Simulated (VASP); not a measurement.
A run of VASP 6.6.1 is set up as follows.

Contents of INCAR:

```
SYSTEM = ZnS
ALGO = Normal ; EDIFF = 1E-7
ENCUT = 520 ; GGA = PS
ISIF = 2 ; ISMEAR = -1
LASPH = .True. ; LCHARG = .False.
LREAL = .False. ; LWAVE = .False.
NBANDS = 26 ; NELM = 100
PREC = Accurate ; SIGMA = 0.05
```

The input KPOINTS:

```
k-points
0
Gamma
  8 8 5
  0 0 0
```

POSCAR

```
ZnS
1.0
    3.8110000000      0.0000000000      0.0000000000
   -1.9055000000      3.3004228138      0.0000000000
    0.0000000000      0.0000000000      6.2340000000
Zn S
2 2
Direct
    0.6666666667      0.3333333333      0.5000000000
    0.3333333333      0.6666666667      0.0000000000
    0.6666666667      0.3333333333      0.8850000000
    0.3333333333      0.6666666667      0.3850000000
```

Potentials or basis: VASP PAW PBE potentials, release 64 (Zn, S).

Run with:

```sh
$ cat potpaw_PBE.64/Zn/POTCAR potpaw_PBE.64/S/POTCAR > POTCAR
$ mpirun -np 1 vasp_std > vasp.out
```

(1) What does it give for the band gap on the k mesh?

(2) What does it give for the pressure?

Results:

(1) 2.12 eV, direct.

(2) -1.1 GPa.

Caveat: the PAW data sets were made with another functional, which shifts forces and pressure a little.

**The experiment to reproduce.**

From a printed reference work, monograph, for a bulk crystal of ZnS at 4 K: band gap 3.911 eV (direct).

A measured gap of ZnS is 3.911 eV (direct; 4 K; a printed reference work, monograph); the calculated 2.12 eV misses it by -1.80 eV. The value is that of PBEsol, without temperature or zero-point motion. Semilocal functionals fall short of measured gaps as a rule.
